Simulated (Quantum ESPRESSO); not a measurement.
# ZrC (Fm-3m) in Quantum ESPRESSO: reference runs

How does ZrC come out in PBE? The cell is run as given and disturbed, and energy against volume gives the equilibrium volume and stiffness.

Everything below comes from runs of Quantum ESPRESSO 7.5. Logs are shortened: lines on timing, memory, paths and dates and some standing lists are left out, and cuts for length are marked.

### 1 The crystal as given

Symmetry: Fm-3m, No. 225, cubic system. The conventional cell has a = 4.730 Å, b = 4.730 Å, c = 4.730 Å, α = 90.00°, β = 90.00°, γ = 90.00°. Zr (site symmetry m-3m) has 6 C at 2.37 Å as nearest neighbours. Around C (site symmetry m-3m) lie 6 Zr at 2.37 Å.

### 2 Single point, PBE

The input, pw.in:

```
&CONTROL
  calculation = 'scf'
  prefix = 'pwscf'
  outdir = './tmp'
  pseudo_dir = './pseudo'
  tprnfor = .true.
  tstress = .true.
  disk_io = 'low'
/
&SYSTEM
  ibrav = 0
  nat = 2
  ntyp = 2
  ecutwfc = 55
  ecutrho = 440
  nbnd = 14
  occupations = 'smearing'
  smearing = 'fd'
  degauss = 0.00367493
/
&ELECTRONS
  conv_thr = 4d-10
  electron_maxstep = 120
  mixing_beta = 0.5
/
ATOMIC_SPECIES
Zr    91.2240 Zr_pbe_v1.uspp.F.UPF
C     12.0110 C.pbe-n-kjpaw_psl.1.0.0.UPF
CELL_PARAMETERS angstrom
   0.0000000000    2.3650000000    2.3650000000
   2.3650000000    0.0000000000    2.3650000000
   2.3650000000    2.3650000000    0.0000000000
ATOMIC_POSITIONS crystal
Zr     0.5000000000    0.5000000000    0.5000000000
C      0.0000000000    0.0000000000    0.0000000000
K_POINTS automatic
10 10 10 0 0 0
```

The input, pp_density.in:

```
&INPUTPP
  prefix = 'pwscf'
  outdir = './tmp'
  filplot = 'density.dat'
  plot_num = 0
/
&PLOT
  nfile = 1
  filepp(1) = 'density.dat'
  iflag = 3
  output_format = 6
  fileout = 'density.cube'
/
```

The input, pp_potential.in:

```
&INPUTPP
  prefix = 'pwscf'
  outdir = './tmp'
  filplot = 'potential.dat'
  plot_num = 11
/
&PLOT
  nfile = 1
  filepp(1) = 'potential.dat'
  iflag = 3
  output_format = 6
  fileout = 'potential.cube'
/
```

Potentials or basis: SSSP 1.3 efficiency PBE.

Command:

```console
$ OMP_NUM_THREADS=1 pw.x -in pw.in > pw.out
$ OMP_NUM_THREADS=1 pp.x -in pp_density.in > pp_density.out
$ OMP_NUM_THREADS=1 pp.x -in pp_potential.in > pp_potential.out
```

pw.out:

```text
This program is part of the open-source Quantum ESPRESSO suite
     for quantum simulation of materials; please cite
         "P. Giannozzi et al., J. Phys.:Condens. Matter 21 395502 (2009);
         "P. Giannozzi et al., J. Phys.:Condens. Matter 29 465901 (2017);
         "P. Giannozzi et al., J. Chem. Phys. 152 154105 (2020);
     in publications or presentations arising from this work. More details at

     file C.pbe-n-kjpaw_psl.1.0.0.UPF: wavefunction(s)  2S 2P renormalized
     Message from routine setup:
     using ibrav=0 with symmetry is DISCOURAGED, use correct ibrav instead

     G-vector sticks info
     --------------------
     sticks:   dense  smooth     PW     G-vecs:    dense   smooth      PW
     Sum        1213     595    199                27725     9841    1807

     Using Slab Decomposition

     bravais-lattice index     =            0
     lattice parameter (alat)  =       6.3204  a.u.
     unit-cell volume          =     178.5336 (a.u.)^3
     number of atoms/cell      =            2
     number of atomic types    =            2
     number of electrons       =        16.00
     number of Kohn-Sham states=           14
     kinetic-energy cutoff     =      55.0000  Ry
     charge density cutoff     =     440.0000  Ry
     scf convergence threshold =      4.0E-10
     mixing beta               =       0.5000
     number of iterations used =            8  plain     mixing
     Exchange-correlation= SLA  PW   PBX  PBC
                           (   1   4   3   4   0   0   0)

     celldm(1)=   6.320406  celldm(2)=   0.000000  celldm(3)=   0.000000
     celldm(4)=   0.000000  celldm(5)=   0.000000  celldm(6)=   0.000000

     crystal axes: (cart. coord. in units of alat)
               a(1) = (   0.000000   0.707107   0.707107 )
               a(2) = (   0.707107   0.000000   0.707107 )
               a(3) = (   0.707107   0.707107   0.000000 )

     reciprocal axes: (cart. coord. in units 2 pi/alat)
               b(1) = ( -0.707107  0.707107  0.707107 )
               b(2) = (  0.707107 -0.707107  0.707107 )
               b(3) = (  0.707107  0.707107 -0.707107 )

     PseudoPot. # 1 for Zr read from file:
     Zr_pbe_v1.uspp.F.UPF
     Pseudo is Ultrasoft + core correction, Zval = 12.0
     Generated by new atomic code, or converted to UPF format
     Using radial grid of  887 points,  6 beta functions with:
                l(1) =   0
                l(2) =   0
                l(3) =   1
                l(4) =   1
                l(5) =   2
                l(6) =   2
     Q(r) pseudized with  6 coefficients,  rinner =    1.200   1.200   1.200
                                                       1.200   1.200

     PseudoPot. # 2 for C  read from file:
     C.pbe-n-kjpaw_psl.1.0.0.UPF
     Pseudo is Projector augmented-wave + core cor, Zval =  4.0
     Generated using "atomic" code by A. Dal Corso  v.5.1
     Shape of augmentation charge: PSQ
     Using radial grid of 1073 points,  4 beta functions with:
                l(1) =   0
                l(2) =   0
                l(3) =   1
                l(4) =   1
     Q(r) pseudized with 0 coefficients

     atomic species   valence    mass     pseudopotential
     Zr               12.00    91.22400     Zr( 1.00)
     C                 4.00    12.01100     C ( 1.00)

     48 Sym. Ops., with inversion, found

   Cartesian axes

     site n.     atom                  positions (alat units)
         1        Zr     tau(   1) = (   0.7071068   0.7071068   0.7071068  )
         2        C      tau(   2) = (   0.0000000   0.0000000   0.0000000  )

     number of k points=    47  Fermi-Dirac smearing, width (Ry)=  0.0037
                       cart. coord. in units 2pi/alat
        k(    1) = (   0.0000000   0.0000000   0.0000000), wk =   0.0020000
        k(    2) = (   0.0707107   0.0707107  -0.0707107), wk =   0.0160000
        k(    3) = (   0.1414214   0.1414214  -0.1414214), wk =   0.0160000
        k(    4) = (   0.2121320   0.2121320  -0.2121320), wk =   0.0160000
        k(    5) = (   0.2828427   0.2828427  -0.2828427), wk =   0.0160000
        k(    6) = (  -0.3535534  -0.3535534   0.3535534), wk =   0.0080000
[... 39 lines left out ...]
        k(   46) = (  -0.0707107  -0.3535534   0.6363961), wk =   0.0480000
        k(   47) = (  -0.7071068   0.2828427   0.0000000), wk =   0.0240000

     Dense  grid:    27725 G-vectors     FFT dimensions: (  45,  45,  45)

     Smooth grid:     9841 G-vectors     FFT dimensions: (  30,  30,  30)

     Check: negative core charge=   -0.000001

     Initial potential from superposition of free atoms

     starting charge      15.9978, renormalised to      16.0000

     negative rho (up, down):  5.976E-02 0.000E+00
     Starting wfcs are   17 randomized atomic wfcs

     Self-consistent Calculation

     iteration #  1     ecut=    55.00 Ry     beta= 0.50
     Davidson diagonalization with overlap
[... 67 lines left out ...]

   -33.4380 -11.7555 -11.2714 -11.2714   5.1132  11.2556  12.5639  12.5639
    17.6981  17.6981  17.8148  22.2674  22.2674  23.5458

          k = 0.2828 0.2828-0.2828 (  1221 PWs)   bands (ev):

   -33.4146 -11.9459 -11.2899 -11.2899   5.9836  10.0277  12.0095  12.0095
    18.6448  18.6448  18.8685  22.3909  23.8673  23.8673

          k =-0.3536-0.3536 0.3536 (  1224 PWs)   bands (ev):

   -33.4057 -12.0170 -11.2970 -11.2970   6.4309   9.4696  11.8224  11.8224
    19.0904  19.0904  19.9045  21.1378  24.6006  24.6006

          k = 0.1414-0.0000 0.0000 (  1239 PWs)   bands (ev):
[... 99 lines left out ...]
          k =-0.0000-0.4243 0.4243 (  1220 PWs)   bands (ev):

   -33.3897 -11.7874 -11.6388 -11.3451   5.7030  10.6788  12.3351  12.3440
    18.1985  18.4928  19.4208  21.1731  24.0851  25.5408

          k = 0.5657-0.0000 0.0000 (  1238 PWs)   bands (ev):

   -33.3871 -11.8489 -11.4622 -11.4622   4.7367  12.0381  13.1858  14.5887
    14.5887  18.8604  20.2198  20.2198  22.3830  25.5091

          k =-0.0707-0.6364 0.6364 (  1233 PWs)   bands (ev):

   -33.3781 -11.8743 -11.5139 -11.4694   4.7694  12.3713  12.7989  14.2811
    14.9341  19.5897  20.1380  20.1922  22.4856  25.2513

          k = 0.0000-0.5657 0.5657 (  1230 PWs)   bands (ev):

   -33.3762 -11.8284 -11.6136 -11.4429   5.0330  12.0913  12.4535  13.5268
    15.6469  19.7239  20.0735  21.0675  22.1904  26.0596

          k =-0.7071 0.0000 0.0000 (  1234 PWs)   bands (ev):

   -33.3752 -11.9046 -11.4871 -11.4871   4.6269  12.6000  12.9935  14.7298
    14.7298  19.0428  20.2184  20.2184  22.4439  24.8909

          k = 0.2828 0.1414 0.0000 (  1238 PWs)   bands (ev):

   -33.4484 -11.5769 -11.3458 -11.2719   4.6264  11.7708  13.3506  13.4308
    15.8581  18.1637  18.3630  19.3068  21.6400  24.5049

          k = 0.3536 0.2121-0.0707 (  1240 PWs)   bands (ev):

   -33.4233 -11.7446 -11.4038 -11.2960   5.2263  11.0193  12.5367  12.8947
    16.4858  18.6627  19.2438  20.4926  22.8615  24.8634

          k =-0.2828-0.4243 0.5657 (  1229 PWs)   bands (ev):

   -33.4029 -11.8833 -11.4324 -11.3264   5.7623  10.4078  12.1310  12.4350
    17.3363  19.0862  19.6278  21.9370  23.1771  24.8356

          k =-0.2121-0.3536 0.4950 (  1226 PWs)   bands (ev):

   -33.3951 -11.9362 -11.4394 -11.3410   5.9870  10.1529  12.1052  12.1770
    18.1770  18.6933  19.7480  22.5681  23.6993  24.2903

          k = 0.4243 0.1414-0.0000 (  1238 PWs)   bands (ev):

   -33.4139 -11.7350 -11.4324 -11.3644   5.0376  11.2197  13.0350  13.3960
    15.4989  19.0575  19.6568  20.0727  22.2540  25.9143

          k =-0.2121-0.4950 0.6364 (  1229 PWs)   bands (ev):

   -33.3953 -11.8173 -11.5016 -11.3925   5.3232  11.1661  12.4798  12.9420
    16.2309  19.4774  19.9292  20.8145  22.9253  25.7333

          k =-0.1414-0.4243 0.5657 (  1222 PWs)   bands (ev):
[... 9 lines left out ...]
          k = 0.0000-0.2828 0.4243 (  1228 PWs)   bands (ev):

   -33.4030 -11.7895 -11.5255 -11.3280   5.5400  10.7752  12.3640  12.5208
    17.1558  19.2974  19.4046  20.5800  23.5821  25.2490

          k =-0.1414-0.5657 0.7071 (  1236 PWs)   bands (ev):

   -33.3858 -11.8344 -11.5018 -11.4557   4.9518  11.8988  12.7791  13.5943
    15.4547  19.6300  20.1338  20.1910  22.6260  25.7374

          k =-0.0707-0.4950 0.6364 (  1220 PWs)   bands (ev):

   -33.3780 -11.8170 -11.5928 -11.4614   5.1247  11.9912  12.4380  13.0673
    16.1853  19.4003  20.1617  20.9562  22.3579  26.2363

          k = 0.0000-0.4243 0.5657 (  1221 PWs)   bands (ev):

   -33.3791 -11.7293 -11.7144 -11.4247   5.3993  11.4167  12.3538  12.7005
    17.1368  18.7101  20.0400  21.6937  22.3783  27.2337

          k =-0.7071 0.1414 0.0000 (  1222 PWs)   bands (ev):

   -33.3751 -11.8659 -11.5282 -11.4943   4.8325  12.5193  12.6824  13.6370
    15.5079  19.8738  19.9934  20.2217  22.3597  25.5762

          k =-0.1414-0.4243 0.7071 (  1219 PWs)   bands (ev):

   -33.3827 -11.7903 -11.6045 -11.4382   5.3648  11.4606  12.4169  12.6081
    17.0631  18.8394  20.1166  20.9618  22.8552  26.3784

          k =-0.0707-0.3536 0.6364 (  1222 PWs)   bands (ev):

   -33.3779 -11.7533 -11.6622 -11.4643   5.3808  11.5850  12.3411  12.5639
    17.8939  17.9306  20.1617  21.7819  21.9441  27.1087

          k =-0.7071 0.2828 0.0000 (  1224 PWs)   bands (ev):

   -33.3750 -11.7635 -11.6345 -11.5060   5.2140  12.3034  12.3823  12.3943
    17.0688  18.7273  20.2269  21.1437  21.9176  27.4973

     the Fermi energy is    14.7006 ev

!    total energy              =    -117.72306484 Ry
     estimated scf accuracy    <          2.2E-11 Ry
     smearing contrib. (-TS)   =      -0.00018953 Ry
     internal energy E=F+TS    =    -117.72287531 Ry

     The total energy is F=E-TS. E is the sum of the following terms:
     one-electron contribution =      -8.03450480 Ry
     hartree contribution      =      12.66706263 Ry
     xc contribution           =     -22.40844131 Ry
     ewald contribution        =     -93.77426165 Ry
     one-center paw contrib.   =      -6.17273018 Ry

     convergence has been achieved in  12 iterations

     negative rho (up, down):  6.243E-02 0.000E+00

     Forces acting on atoms (cartesian axes, Ry/au):

     atom    1 type  1   force =     0.00000000   -0.00000000   -0.00000000
     atom    2 type  2   force =    -0.00000000    0.00000000    0.00000000

     Total force =     0.000000     Total SCF correction =     0.000000

     Computing stress (Cartesian axis) and pressure

     negative rho (up, down):  6.243E-02 0.000E+00
          total   stress  (Ry/bohr**3)                   (kbar)     P=      -30.61
  -0.00020807   0.00000000   0.00000000          -30.61        0.00        0.00
   0.00000000  -0.00020807   0.00000000            0.00      -30.61        0.00
   0.00000000   0.00000000  -0.00020807            0.00        0.00      -30.61

=------------------------------------------------------------------------------=
   JOB DONE.
=------------------------------------------------------------------------------=
```

It took 16 s on 1 thread of Arm Neoverse V2, shared host; peak memory 0.14 GiB.

Results:

```yaml
Free_energy: -1601.7039 eV
Pressure: -3.1 GPa
Band_gap_on_the_k_mesh: none (metal or under the smearing width)
```

Levels at points of the mesh, in eV from the Fermi level:
```csv
k point,band 4,band 5,band 6,band 7,band 8,band 9,band 10,band 11,band 12,band 13
"(0.00, 0.00, 0.00)",-25.92,-11.25,0.92,0.92,0.92,1.08,1.08,1.08,2.75,2.75
"(0.00, 0.00, -0.50)",-26.00,-8.27,-5.23,-2.88,-2.88,4.39,4.39,5.20,6.44,9.90
"(0.00, -0.50, -0.50)",-26.19,-10.07,-2.10,-1.71,0.03,0.03,4.34,5.52,5.52,7.74
```

### 3 Single point, PBE (atoms moved at random, drawn with an rms of 0.05 Å)

Changes to pw.in since step 2:

```diff
@@ -7,3 +7,3 @@
   tstress = .true.
-  disk_io = 'low'
+  disk_io = 'nowf'
 /
@@ -33,4 +33,4 @@
 ATOMIC_POSITIONS crystal
-Zr     0.5000000000    0.5000000000    0.5000000000
-C      0.0000000000    0.0000000000    0.0000000000
+Zr     0.4901410000    0.4959120000    0.5064160000
+C     -0.0109390000   -0.0047220000    0.0215780000
 K_POINTS automatic
```

Potentials or basis: SSSP 1.3 efficiency PBE.

Command:

```console
$ OMP_NUM_THREADS=1 pw.x -in pw.in > pw.out
```

It took 1.8 min on 1 thread of Arm Neoverse V2, shared host; peak memory 0.26 GiB.

It converged, with:

```
Free energy            : -1601.6963 eV
Pressure               : -2.9 GPa
Largest force          : 0.307 eV/Å
Band gap on the k mesh : none (metal or under the smearing width)
```

Forces on the atoms (eV/Å):
```
Zr   0.219  0.213 -0.026
C   -0.219 -0.213  0.026
```

Stress tensor (GPa, compression positive):
```
-2.79 -0.14  0.02
-0.14 -2.81  0.02
 0.02  0.02 -3.05
```

Levels at points of the mesh, in eV from the Fermi level:
```tsv
k point	band 5	band 6	band 7	band 8	band 9	band 10	band 11	band 12
(0.00, 0.00, 0.00)	-11.26	0.69	0.71	0.85	1.07	1.26	1.28	2.76
(0.00, 0.00, -0.50)	-8.29	-5.24	-2.90	-2.89	4.37	4.38	5.18	6.43
(0.00, -0.50, -0.50)	-10.08	-2.11	-1.75	0.01	0.04	4.34	5.50	5.50
(0.50, 0.50, 0.50)	-8.29	-5.24	-2.89	-2.89	4.37	4.38	5.18	6.42
(-0.50, 0.00, 0.00)	-8.28	-5.24	-2.89	-2.88	4.37	4.37	5.19	6.40
(0.00, -0.50, 0.00)	-8.28	-5.24	-2.89	-2.88	4.37	4.37	5.19	6.40
(-0.50, 0.00, -0.50)	-10.08	-2.11	-1.75	0.01	0.04	4.34	5.50	5.50
(-0.50, -0.50, 0.00)	-10.08	-2.12	-1.77	0.01	0.07	4.34	5.50	5.50
```

### 4 Single point, PBE, 12.43 Å³/atom

Changes to pw.in since step 3:

```diff
@@ -29,8 +29,8 @@
 CELL_PARAMETERS angstrom
-   0.0000000000    2.3650000000    2.3650000000
-   2.3650000000    0.0000000000    2.3650000000
-   2.3650000000    2.3650000000    0.0000000000
+   0.0000000000    2.3167211471    2.3167211471
+   2.3167211471    0.0000000000    2.3167211471
+   2.3167211471    2.3167211471    0.0000000000
 ATOMIC_POSITIONS crystal
-Zr     0.4901410000    0.4959120000    0.5064160000
-C     -0.0109390000   -0.0047220000    0.0215780000
+Zr     0.5000000000    0.5000000000    0.5000000000
+C      0.0000000000    0.0000000000    0.0000000000
 K_POINTS automatic
```

Command:

```console
$ OMP_NUM_THREADS=1 pw.x -in pw.in > pw.out
```

Wall time 13 s (1 thread of Arm Neoverse V2, shared host); peak memory 0.14 GiB.

The run converged. Its results:

| Property | Result |
| --- | --- |
| Free energy | -1601.6642 eV |
| Pressure | 11.7 GPa |
| Band gap on the k mesh | none (metal or under the smearing width) |

### 5 Single point, PBE, 12.70 Å³/atom

Changes to pw.in since step 4:

```diff
@@ -29,5 +29,5 @@
 CELL_PARAMETERS angstrom
-   0.0000000000    2.3167211471    2.3167211471
-   2.3167211471    0.0000000000    2.3167211471
-   2.3167211471    2.3167211471    0.0000000000
+   0.0000000000    2.3330366223    2.3330366223
+   2.3330366223    0.0000000000    2.3330366223
+   2.3330366223    2.3330366223    0.0000000000
 ATOMIC_POSITIONS crystal
```

Command:

```console
$ OMP_NUM_THREADS=1 pw.x -in pw.in > pw.out
```

Wall time 15 s (1 thread of Arm Neoverse V2, shared host); peak memory 0.14 GiB.

Results (log left out):

```yaml
Free_energy: -1601.6939 eV
Pressure: 6.2 GPa
Band_gap_on_the_k_mesh: none (metal or under the smearing width)
```

### 6 Single point, PBE, 12.96 Å³/atom

Changes to pw.in since step 5:

```diff
@@ -29,5 +29,5 @@
 CELL_PARAMETERS angstrom
-   0.0000000000    2.3330366223    2.3330366223
-   2.3330366223    0.0000000000    2.3330366223
-   2.3330366223    2.3330366223    0.0000000000
+   0.0000000000    2.3491270385    2.3491270385
+   2.3491270385    0.0000000000    2.3491270385
+   2.3491270385    2.3491270385    0.0000000000
 ATOMIC_POSITIONS crystal
```

Potentials or basis: SSSP 1.3 efficiency PBE.

Command:

```console
$ OMP_NUM_THREADS=1 pw.x -in pw.in > pw.out
```

It took 15 s on 1 thread of Arm Neoverse V2, shared host; peak memory 0.14 GiB.

The run converged. Its results:

```yaml
Free_energy: -1601.7066 eV
Pressure: 1.4 GPa
Band_gap_on_the_k_mesh: none (metal or under the smearing width)
```

### 7 Single point, PBE, 13.23 Å³/atom

Changes to pw.in since step 6:

```diff
@@ -29,5 +29,5 @@
 CELL_PARAMETERS angstrom
-   0.0000000000    2.3491270385    2.3491270385
-   2.3491270385    0.0000000000    2.3491270385
-   2.3491270385    2.3491270385    0.0000000000
+   0.0000000000    2.3650000000    2.3650000000
+   2.3650000000    0.0000000000    2.3650000000
+   2.3650000000    2.3650000000    0.0000000000
 ATOMIC_POSITIONS crystal
```

Command:

```console
$ OMP_NUM_THREADS=1 pw.x -in pw.in > pw.out
```

Wall time 15 s (1 thread of Arm Neoverse V2, shared host); peak memory 0.14 GiB.

It converged, with:

```yaml
Free_energy: -1601.7039 eV
Pressure: -3.1 GPa
Band_gap_on_the_k_mesh: none (metal or under the smearing width)
```

### 8 Single point, PBE, 13.49 Å³/atom

Changes to pw.in since step 7:

```diff
@@ -29,5 +29,5 @@
 CELL_PARAMETERS angstrom
-   0.0000000000    2.3650000000    2.3650000000
-   2.3650000000    0.0000000000    2.3650000000
-   2.3650000000    2.3650000000    0.0000000000
+   0.0000000000    2.3806627081    2.3806627081
+   2.3806627081    0.0000000000    2.3806627081
+   2.3806627081    2.3806627081    0.0000000000
 ATOMIC_POSITIONS crystal
```

Command:

```console
$ OMP_NUM_THREADS=1 pw.x -in pw.in > pw.out
```

Wall time 13 s (1 thread of Arm Neoverse V2, shared host); peak memory 0.15 GiB.

Results (log left out):

* Free energy: -1601.6873 eV
* Pressure: -7.0 GPa
* Band gap on the k mesh: none (metal or under the smearing width)

### 9 Single point, PBE, 13.76 Å³/atom

Changes to pw.in since step 8:

```diff
@@ -29,5 +29,5 @@
 CELL_PARAMETERS angstrom
-   0.0000000000    2.3806627081    2.3806627081
-   2.3806627081    0.0000000000    2.3806627081
-   2.3806627081    2.3806627081    0.0000000000
+   0.0000000000    2.3961219900    2.3961219900
+   2.3961219900    0.0000000000    2.3961219900
+   2.3961219900    2.3961219900    0.0000000000
 ATOMIC_POSITIONS crystal
```

Potentials or basis: SSSP 1.3 efficiency PBE.

Command:

```console
$ OMP_NUM_THREADS=1 pw.x -in pw.in > pw.out
```

It took 12 s on 1 thread of Arm Neoverse V2, shared host; peak memory 0.15 GiB.

It converged, with:

- Free energy: -1601.6583 eV
- Pressure: -10.6 GPa
- Band gap on the k mesh: none (metal or under the smearing width)

### 10 Single point, PBE, 14.02 Å³/atom

Changes to pw.in since step 9:

```diff
@@ -29,5 +29,5 @@
 CELL_PARAMETERS angstrom
-   0.0000000000    2.3961219900    2.3961219900
-   2.3961219900    0.0000000000    2.3961219900
-   2.3961219900    2.3961219900    0.0000000000
+   0.0000000000    2.4113843250    2.4113843250
+   2.4113843250    0.0000000000    2.4113843250
+   2.4113843250    2.4113843250    0.0000000000
 ATOMIC_POSITIONS crystal
```

Command:

```console
$ OMP_NUM_THREADS=1 pw.x -in pw.in > pw.out
```

It took 13 s on 1 thread of Arm Neoverse V2, shared host; peak memory 0.15 GiB.

Results (log left out):

```
Free energy            : -1601.6179 eV
Pressure               : -13.9 GPa
Band gap on the k mesh : none (metal or under the smearing width)
```

### 11 Equation of state, PBE

Potentials or basis: SSSP 1.3 efficiency PBE.

No new run: the results of the series are fitted here.

What came out:

```yaml
Equilibrium_volume: 13.05 Å³/atom
Bulk_modulus: 222 GPa
Pressure_derivative_of_the_bulk_modulus: 4.1
```

Energy against volume, from the lowest point:
```csv
volume (Å³/atom),energy (meV/atom)
12.434,21.18
12.699,6.34
12.963,0.00
13.228,1.35
13.493,9.62
13.757,24.16
14.022,44.34
```

### 12 The runs side by side

| task | cell | gap on the mesh (eV) | pressure (GPa) |
| --- | --- | --- | --- |
| single point | as given | none | -3.1 |
| single point | atoms moved at random, drawn with an rms of 0.05 Å | none | -2.9 |
| equation of state | as given | - | - |

Alike in all rows: level PBE; potentials or basis SSSP 1.3 efficiency PBE; no spin polarisation; k mesh 10 × 10 × 10; cutoff (eV) 748; smearing fermi-dirac 0.05 eV.

Absolute energies hang on the potentials; compare differences alone.
